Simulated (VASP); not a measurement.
# Se (Pm-3m) in VASP: a series of runs

The runs below take Se through band structure, RPA correlation energy, equation of state, phonons, with LDA, PBE, r2SCAN.

Everything below comes from runs of VASP 6.6.1. Logs are shortened: lines on timing, memory, paths and dates and some standing lists are left out, and cuts for length are marked.

## Step 1: Starting point

Symmetry: Pm-3m, No. 221, cubic system. The conventional cell has a = 2.811 Å, b = 2.811 Å, c = 2.811 Å, α = 90.00°, β = 90.00°, γ = 90.00°. Se (site symmetry m-3m) has 6 Se at 2.81 Å as nearest neighbours.

This isn't the form of Se at room conditions, which is trigonal, of chains.

## Step 2: Band structure, LDA, spin-orbit coupling, no magnetisation

File INCAR:

```
SYSTEM = Se
ALGO     = Normal         ! electronic algorithm
EDIFF    = 1E-6           ! SCF threshold, eV
ENCUT    = 520            ! plane-wave cutoff, eV
GGA_COMPAT= .False.      
ISIF     = 2              ! what is computed and relaxed
ISMEAR   = -1             ! smearing method
LASPH    = .True.         ! aspherical terms in the spheres
LCHARG   = .False.        ! write CHGCAR
LORBIT   = 11             ! projections on sites
LREAL    = .False.        ! projectors in reciprocal space
LSORBIT  = .True.         ! spin-orbit coupling
LWAVE    = .False.        ! write WAVECAR
MAGMOM   = 0 0 0          ! initial moments
NELM     = 80             ! most SCF steps
PREC     = Accurate       ! precision mode
SIGMA    = 0.05           ! smearing width, eV
```

File KPOINTS:

```
k-points
0
Gamma
  7 7 7
  0 0 0
```

File POSCAR:

```
Se
1.0
    2.8105630200      0.0000000000      0.0000000000
    0.0000000000      2.8105630200      0.0000000000
    0.0000000000      0.0000000000      2.8105630200
Se
1
Direct
    0.0000000000      0.0000000000      0.0000000000
```

File KPOINTS_OPT:

```
path GXMGRX,MR
20
line-mode
reciprocal
 0.0000000000  0.0000000000  0.0000000000  G
 0.0000000000  0.5000000000  0.0000000000  X

 0.0000000000  0.5000000000  0.0000000000  X
 0.5000000000  0.5000000000  0.0000000000  M

 0.5000000000  0.5000000000  0.0000000000  M
 0.0000000000  0.0000000000  0.0000000000  G

 0.0000000000  0.0000000000  0.0000000000  G
 0.5000000000  0.5000000000  0.5000000000  R

 0.5000000000  0.5000000000  0.5000000000  R
 0.0000000000  0.5000000000  0.0000000000  X

 0.5000000000  0.5000000000  0.0000000000  M
 0.5000000000  0.5000000000  0.5000000000  R
```

Potentials or basis: VASP PAW LDA potentials, release 64 (Se).

The run is started by

```console
> cat potpaw_LDA.64/Se/POTCAR > POTCAR
> mpirun -np 1 vasp_ncl > vasp.out
```

OUTCAR:

```text
SYSTEM = Se
   EDIFF = 1E-6
   ENCUT = 520
   ISIF = 2
   ISMEAR = -1
   LASPH = .True.
   LORBIT = 11
   LREAL = .False.
   LSORBIT = .True.
   NELM = 80
   PREC = Accurate

 ion  position               nearest neighbor table
   1  0.000  0.000  0.000-

  LATTYP: Found a simple cubic cell.
 ALAT       =     2.8105630200

  Lattice vectors:

 A1 = (   2.8105630200,   0.0000000000,   0.0000000000)
 A2 = (   0.0000000000,   2.8105630200,   0.0000000000)
 A3 = (   0.0000000000,   0.0000000000,   2.8105630200)

Analysis of symmetry for initial positions (statically):
=====================================================================
 Subroutine PRICEL returns:
 Original cell was already a primitive cell.

 Routine SETGRP: Setting up the symmetry group for a
 simple cubic supercell.

 Subroutine GETGRP returns: Found 48 space group operations
 (whereof 48 operations were pure point group operations)
 out of a pool of 48 trial point group operations.

The static configuration has the point symmetry O_h .

Analysis of symmetry for dynamics (positions and initial velocities):
=====================================================================
 Subroutine PRICEL returns:
 Original cell was already a primitive cell.

 Routine SETGRP: Setting up the symmetry group for a
 simple cubic supercell.

 Subroutine GETGRP returns: Found 48 space group operations
 (whereof 48 operations were pure point group operations)
 out of a pool of 48 trial point group operations.

The dynamic configuration has the point symmetry O_h .

Analysis of structural, dynamic, and magnetic symmetry:
=====================================================================
 Subroutine PRICEL returns:
 Original cell was already a primitive cell.

 Routine SETGRP: Setting up the symmetry group for a
 simple cubic supercell.

 Subroutine GETGRP returns: Found 48 space group operations
 (whereof 48 operations were pure point group operations)
 out of a pool of 48 trial point group operations.

The overall configuration has the point symmetry O_h .

 Subroutine INISYM returns: Found 48 space group operations
 (whereof 48 operations are pure point group operations),
 and found     1 'primitive' translations

----------------------------------------------------------------------------------------

                                     Primitive cell

  volume of cell :      22.2014

[... 135 lines left out ...]
 val. band max:        4.9112651807   @ k =   0.2857   0.1429   0.1429
 cond. band min:       5.2244711154   @ k =   0.2857   0.1429   0.1429
 fundamental gap:      0.3132059347
 Fermi energy:         4.9960422964

 k-point     1 :       0.0000    0.0000    0.0000
  band No.  band energies     occupation
      1     -11.2525      1.00000
      2     -11.2525      1.00000
      3       5.9728      0.00000
      4       5.9728      0.00000
      5       6.5211      0.00000
      6       6.5211      0.00000
      7       6.5211      0.00000
      8       6.5211      0.00000
      9      12.6709      0.00000
     10      12.6709      0.00000
     11      12.7129      0.00000
     12      12.7129      0.00000
     13      12.7129      0.00000
     14      12.7129      0.00000
[... 309 lines left out ...]
      1      -5.3698      1.00000
      2      -5.3698      1.00000
      3       1.3924      1.00000
      4       1.3924      1.00000
      5       1.7711      1.00000
      6       1.7711      1.00000
      7       1.8420      1.00000
      8       1.8420      1.00000
      9      10.6369      0.00000
     10      10.6369      0.00000
     11      11.1709      0.00000
     12      11.1709      0.00000
     13      11.1803      0.00000
     14      11.1803      0.00000

------------------------ aborting loop because EDIFF is reached ----------------------------------------

  FORCE on cell =-STRESS in cart. coord.  units (eV):
  Direction    XX          YY          ZZ          XY          YZ          ZX
  --------------------------------------------------------------------------------------
  -------------------------------------------------------------------------------------
  Total       -0.4658377     -0.4658377     -0.4658377     -0.0000000      0.0000000      0.0000000
  in kB      -33.6174860    -33.6174860    -33.6174860     -0.0000000      0.0000000      0.0000000
  external PRESSURE =     -33.6174860 kB  Pullay stress =       0.0000000 kB

 VOLUME and BASIS-vectors are now :
 -----------------------------------------------------------------------------
  energy-cutoff  :      520.00
  volume of cell :       22.20
      direct lattice vectors                 reciprocal lattice vectors
     2.810563020  0.000000000  0.000000000     0.355800597  0.000000000  0.000000000
     0.000000000  2.810563020  0.000000000     0.000000000  0.355800597  0.000000000
     0.000000000  0.000000000  2.810563020     0.000000000  0.000000000  0.355800597

 POSITION                                       TOTAL-FORCE (eV/Angst)
 -----------------------------------------------------------------------------------
      0.00000      0.00000      0.00000         0.000000      0.000000      0.000000
 -----------------------------------------------------------------------------------
    total drift:                               -0.000000      0.000000     -0.000000

  FREE ENERGIE OF THE ION-ELECTRON SYSTEM (eV)
  ---------------------------------------------------
  free  energy   TOTEN  =        -4.0533070969 eV

  energy  without entropy=       -4.0491429624  energy(sigma->0) =       -4.05122503

 Spin-Orbit-Coupling matrix elements

 Ion:    1  E_soc:     -0.0612433
 l=   1
     0.0000000    -0.0102033    -0.0102033
    -0.0102033     0.0000000    -0.0102033
    -0.0102033    -0.0102033     0.0000000
 l=   2
     0.0000000    -0.0000011     0.0000000    -0.0000011    -0.0000028
    -0.0000011     0.0000000    -0.0000021    -0.0000011    -0.0000007
     0.0000000    -0.0000021     0.0000000    -0.0000021     0.0000000
    -0.0000011    -0.0000011    -0.0000021     0.0000000    -0.0000007
    -0.0000028    -0.0000007     0.0000000    -0.0000007     0.0000000
 l=   3
     0.0000000     0.0000000     0.0000000     0.0000000     0.0000000     0.0000000     0.0000000
     0.0000000     0.0000000     0.0000000     0.0000000     0.0000000     0.0000000     0.0000000
     0.0000000     0.0000000     0.0000000     0.0000000     0.0000000     0.0000000     0.0000000
     0.0000000     0.0000000     0.0000000     0.0000000     0.0000000     0.0000000     0.0000000
     0.0000000     0.0000000     0.0000000     0.0000000     0.0000000     0.0000000     0.0000000
     0.0000000     0.0000000     0.0000000     0.0000000     0.0000000     0.0000000     0.0000000
     0.0000000     0.0000000     0.0000000     0.0000000     0.0000000     0.0000000     0.0000000

 total charge

# of ion       s       p       d       tot
------------------------------------------
    1        1.540   2.073   0.053   3.666

 magnetization (x)

# of ion       s       p       d       tot
------------------------------------------
    1        0.000   0.000   0.000   0.000

 magnetization (y)

# of ion       s       p       d       tot
------------------------------------------
    1        0.000   0.000   0.000   0.000

 magnetization (z)

# of ion       s       p       d       tot
------------------------------------------
    1        0.000   0.000   0.000   0.000
```

stdout:

```text
POSCAR found type information on POSCAR Se
 POSCAR found :  1 types and       1 ions
 scaLAPACK will be used
 LDA part: xc-table for (Slater(with rela. corr.)+CA(PZ))
 , standard interpolation
 POSCAR, INCAR and KPOINTS ok, starting setup
 FFT: planning ... GRIDC
 FFT: planning ... GRID_SOFT
 FFT: planning ... GRID
 WAVECAR not read
 entering main loop
 Start KPOINTS_OPT (optional k-point list driver)
k-point batch [1-20\120]
k-point batch [21-40\120]
k-point batch [41-60\120]
k-point batch [61-80\120]
k-point batch [81-100\120]
k-point batch [101-120\120]
```

It took 19 s on 1 thread of Intel Xeon 6975P-C (Granite Rapids), shared host; peak memory 0.17 GiB.

What came out:

```
Free energy                                           : -4.0533 eV
Pressure                                              : -3.4 GPa
Valence electrons inside the program's atomic spheres : Se 3.67
```

## Step 3: Band structure, LDA

File INCAR:

```
SYSTEM = Se
PREC = Accurate
ENCUT = 600
EDIFF = 0.001
ISMEAR = -1
SIGMA = 0.05
LREAL = .False.
LASPH = .True.
NELM = 80
ALGO = Normal
ISIF = 2
LWAVE = .False.
LCHARG = .False.
GGA = CA
```

File KPOINTS:

```
Automatic mesh
0
Gamma
  7 7 7
  0 0 0
```

POSCAR is that of step 2.

Edit KPOINTS_OPT of step 2 so:

```diff
@@ -1,3 +1,3 @@
 path GXMGRX,MR
-20
+10
 line-mode
```

Potentials or basis: VASP PAW LDA potentials, release 64 (Se).

The run is started by

```console
> cat potpaw_LDA.64/Se/POTCAR > POTCAR
> mpirun -np 1 vasp_std > vasp.out
```

It took 2.3 s on 1 thread of Intel Xeon 6975P-C (Granite Rapids), shared host; peak memory 0.12 GiB.

The run converged, but some of its settings lie outside the range that counts as converged (typed here: ENCUT = 600; EDIFF = 0.001), so its numbers aren't taken as properties of the crystal.

Results:

| Property | Result |
| --- | --- |
| Free energy | -4.0208 eV |
| Pressure | -3.3 GPa |
| Band gap along the path | none (metal or under the smearing width) |

## Step 4: RPA correlation energy, PBE (volume scaled by 0.96)

File POSCAR:

```
Se
1.0
    2.7725777822      0.0000000000      0.0000000000
    0.0000000000      2.7725777822      0.0000000000
    0.0000000000      0.0000000000      2.7725777822
Se
1
Direct
    0.0000000000      0.0000000000      0.0000000000
```

File INCAR.step1:

```
  ALGO = Normal
  EDIFF = 1E-8
  ENCUT = 400
  GGA = PE
  ISMEAR = 0
  LASPH = T
  LCHARG = F
  LREAL = F
  LWAVE = T
  NELM = 60
  PREC = Accurate
  SIGMA = 0.05
```

File INCAR.step2:

```
  AEXX = 1.0
  AGGAC = 0.0
  ALDAC = 0.0
  ALGO = EIGENVAL
  EDIFF = 1E-8
  ENCUT = 400
  GGA = PE
  ISMEAR = 0
  ISTART = 1
  LASPH = T
  LCHARG = F
  LHFCALC = T
  LREAL = F
  LWAVE = F
  NELM = 1
  PREC = Accurate
  PRECFOCK = Fast
  SIGMA = 0.05
```

File INCAR.step3:

```
  ALGO = Exact
  EDIFF = 1E-8
  ENCUT = 400
  GGA = PE
  ISMEAR = 0
  ISTART = 1
  LASPH = T
  LCHARG = F
  LOPTICS = T
  LREAL = F
  LWAVE = T
  NBANDS = 397
  NELM = 1
  PREC = Accurate
  SIGMA = 0.05
```

File INCAR.step4:

```
  ALGO = ACFDT
  EDIFF = 1E-8
  ENCUT = 400
  ENCUTGW = 200
  GGA = PE
  ISMEAR = 0
  ISTART = 1
  LASPH = T
  LCHARG = F
  LREAL = F
  LWAVE = F
  NBANDS = 397
  NELM = 60
  NOMEGA = 12
  PREC = Accurate
  PRECFOCK = Fast
  SIGMA = 0.05
```

File KPOINTS:

```
k-points
0
Gamma
  5 5 5
```

Potentials or basis: VASP PAW PBE potentials, release 64 (Se_GW).

The run is started by

```console
> cat potpaw_PBE.64/Se_GW/POTCAR > POTCAR
> cp INCAR.step1 INCAR
> mpirun -np 1 vasp_std > vasp.out
> cp INCAR.step2 INCAR
> mpirun -np 1 vasp_std > vasp.out
> cp INCAR.step3 INCAR
> mpirun -np 1 vasp_std > vasp.out
> cp INCAR.step4 INCAR
> mpirun -np 1 vasp_std > vasp.out
```

OUTCAR:

```text
EDIFF = 1E-8
   ENCUT = 400
   ENCUTGW = 200
   GGA = PE
   ISMEAR = 0
   ISTART = 1
   LASPH = T
   LREAL = F
   NELM = 60
   PREC = Accurate
   PRECFOCK = Fast

 ion  position               nearest neighbor table
   1  0.000  0.000  0.000-

  LATTYP: Found a simple cubic cell.
 ALAT       =     2.7725777822

  Lattice vectors:

 A1 = (   2.7725777822,   0.0000000000,   0.0000000000)
 A2 = (   0.0000000000,   2.7725777822,   0.0000000000)
 A3 = (   0.0000000000,   0.0000000000,   2.7725777822)

Analysis of symmetry for initial positions (statically):
=====================================================================
 Subroutine PRICEL returns:
 Original cell was already a primitive cell.

 Routine SETGRP: Setting up the symmetry group for a
 simple cubic supercell.

 Subroutine GETGRP returns: Found 48 space group operations
 (whereof 48 operations were pure point group operations)
 out of a pool of 48 trial point group operations.

The static configuration has the point symmetry O_h .

Analysis of symmetry for dynamics (positions and initial velocities):
=====================================================================
 Subroutine PRICEL returns:
 Original cell was already a primitive cell.

 Routine SETGRP: Setting up the symmetry group for a
 simple cubic supercell.

 Subroutine GETGRP returns: Found 48 space group operations
 (whereof 48 operations were pure point group operations)
 out of a pool of 48 trial point group operations.

The dynamic configuration has the point symmetry O_h .

 Subroutine INISYM returns: Found 48 space group operations
 (whereof 48 operations are pure point group operations),
 and found     1 'primitive' translations

----------------------------------------------------------------------------------------

[... 58 lines left out ...]
   number of dos      NEDOS =    301   number of ions     NIONS =      1
   total plane-waves  NPLWV =   5832
   dimension x,y,z NGX =    18 NGY =   18 NGZ =   18
   dimension x,y,z NGXF=    36 NGYF=   36 NGZF=   36
   ions per type =               1
   NGX,Y,Z   is equivalent  to a cutoff of  10.79, 10.79, 10.79 a.u.
   NGXF,Y,Z  is equivalent  to a cutoff of  21.59, 21.59, 21.59 a.u.
 SYSTEM =  unknown system
   PREC   = accura    normal or accurate (medium, high low for compatibility)
   ISTART =      1    job   : 0-new  1-cont  2-samecut
   ICHARG =      0    charge: 1-file 2-atom 10-const
   ISPIN  =      1    spin polarized calculation?
   LNONCOLLINEAR =      F non collinear calculations
   LSORBIT =      F    spin-orbit coupling
   LASPH  =      T    aspherical Exc in radial PAW
   ENCUT  =  400.0 eV  29.40 Ry    5.42 a.u.   4.52  4.52  4.52*2*pi/ulx,y,z
   NELM   =     60;   NELMIN=  2; NELMDL=  0     # of ELM steps
   EDIFF  = 0.1E-07   stopping-criterion for ELM
   LREAL  =      F    real-space projection
   EDIFFG = 0.1E-06   stopping-criterion for IOM
   NSW    =      0    number of steps for IOM
   IBRION =     -1    ionic relax: 0-MD 1-quasi-New 2-CG
   NFREE  =      0    steps in history (QN), initial steepest desc. (CG)
   ISIF   =      0    stress and relaxation
   ISYM   =      3    0-nonsym 1-usesym 2-fastsym
   POTIM  = 0.5000    time-step for ionic-motion
   TEBEG  =    0.0;   TEEND  =   0.0 temperature during run
   PSTRESS=    0.0 pullay stress
   NELECT =       6.0000    total number of electrons
   NUPDOWN=      -1.0000    fix difference up-down
   EMIN   =  10.00;   EMAX   =-10.00  energy-range for DOS
   EFERMI =   0.00;   METHOD = LEGACY
   ISMEAR =     0;   SIGMA  =   0.05  broadening in eV -4-tet -1-fermi 0-gaus
   EFERMI_NEDOS =   21; number of points for ismear=-14 and -15
   IALGO  =     38    algorithm
   IMIX   =      4    mixing-type and parameters
     AMIX     =   0.40;   BMIX     =  1.00
     AMIX_MAG =   1.60;   BMIX_MAG =  1.00
  volume/ion in A,a.u.               =      21.31       143.83
  Fermi-wavevector in a.u.,A,eV,Ry     =   1.072939  2.027560 15.662987  1.151197
  Thomas-Fermi vector in A             =   2.208723
   LORBIT       =      0    0 simple, 1 ext, 2 COOP (PROOUT), +10 PAW based schemes
   GGA     = PE    functional components
   LHFCALC =     T    Hartree Fock is set to
   PRECFOCK=fast      Normal, Fast or Accurate (Low or Medium for compatibility)
   ENCUT4O =  -1.0   cutoff for four orbital integrals eV
   NKREDX  =     1    reduce k-point grid by
   NKREDY  =     1    reduce k-point grid by
   NKREDZ  =     1    reduce k-point grid by
   AEXX    =    1.0000 exact exchange contribution
   HFSCREEN=    0.0000 screening length (either q_TF or 0.3 A-1)
   HFSCREENC=   0.0000 screening length for correlation (either q_TF or 0.3 A-1)
   ENCUTFOCK=  -1.0 apply spherical cutoff to Coloumb kernel
   IVDW    =     0    specifies the selected vdW correction
   LEPSILON=     F    determine dielectric tensor
   LRPA    =     F    only Hartree local field effects (RPA)
   LRPAFORCE           =     F    calculate RPA forces
   ENCUTGW             = 200.0    cutoff for response function in eV
   ENCUTGWSOFT         = 160.0    soft cutoff for Coulomb kernel in GW response function in eV
   ENCUTLF             =  -1.0    cutoff for local field effects
   NELMGW              =     1    number of iterations in solving QP/BSE equation
   NELMHF              =     1    number of iterations in the inner HF iteration
   NKREDLFX            =     1    NKREDLFY  =   1   NKREDLFZ  =   1
 non-spin polarized calculation
 Gauss-broadening in eV      SIGMA  =   0.05
  energy-cutoff  :      400.00
  volume of cell :       21.31
 maximum number of plane-waves:       397
 NGX is ok and might be reduce to    18
  NGX = 10; NGY = 10; NGZ = 10
   NGX =  9   NGY =  9   NGZ =  9
 maximum number of plane-waves:       147

      cutoff energy     smooth cutoff   RPA   correlation   Hartree contr. to MP2
---------------------------------------------------------------------------------
            200.000           160.000      -12.0506129052    -1962.2615142857
            190.476           152.381      -12.0063636551    -1962.2146672214
            181.406           145.125      -11.9593235694    -1962.1646022664
            172.768           138.214      -11.9102987416    -1962.1121329818
            164.541           131.632      -11.8585578956    -1962.0563795940
            156.705           125.364      -11.8037943500    -1961.9969648317
            149.243           119.394      -11.7461348455    -1961.9339597370
            142.136           113.709      -11.6865131390    -1961.8682792414
  linear regression
  converged value                          -12.5912011777    -1962.8465638332
```

OUTCAR.step1:

```text
EDIFF = 1E-8
   ENCUT = 400
   GGA = PE
   ISMEAR = 0
   LASPH = T
[... 300 lines left out ...]

 POSITION                                       TOTAL-FORCE (eV/Angst)
 -----------------------------------------------------------------------------------
      0.00000      0.00000      0.00000         0.000000      0.000000      0.000000
 -----------------------------------------------------------------------------------
    total drift:                               -0.000000     -0.000000     -0.000000

  FREE ENERGIE OF THE ION-ELECTRON SYSTEM (eV)
  ---------------------------------------------------
  free  energy   TOTEN  =        -3.1106686410 eV

  energy  without entropy=       -3.1085871972  energy(sigma->0) =       -3.10962792
```

It took 5 min on 1 thread of AMD EPYC 7R43 (Zen 3), shared host; peak memory 0.41 GiB.

What came out:

```yaml
Band_gap_on_the_k_mesh_mean-field_level: none (metal or under the smearing width)
RPA_correlation_energy: -12.591 eV/atom
RPA_total_energy_per_cell: -19.196 eV
RPA_correlation_energy_per_cell: -12.591 eV
```

Levels at points of the mesh, in eV from the Fermi level:
| k point | band 1 | band 2 | band 3 | band 4 | band 5 | band 6 |
| --- | --- | --- | --- | --- | --- | --- |
| (0.00, 0.00, 0.00) | -16.03 | 2.02 | 2.02 | 2.02 | 8.21 | 8.21 |

Caveat: the k mesh is coarse (spacing up to 0.45 Å⁻¹), so the values aren't converged; the ground state has no gap, which makes the many-body step unreliable.

(Part 1 of 2 ends here.)
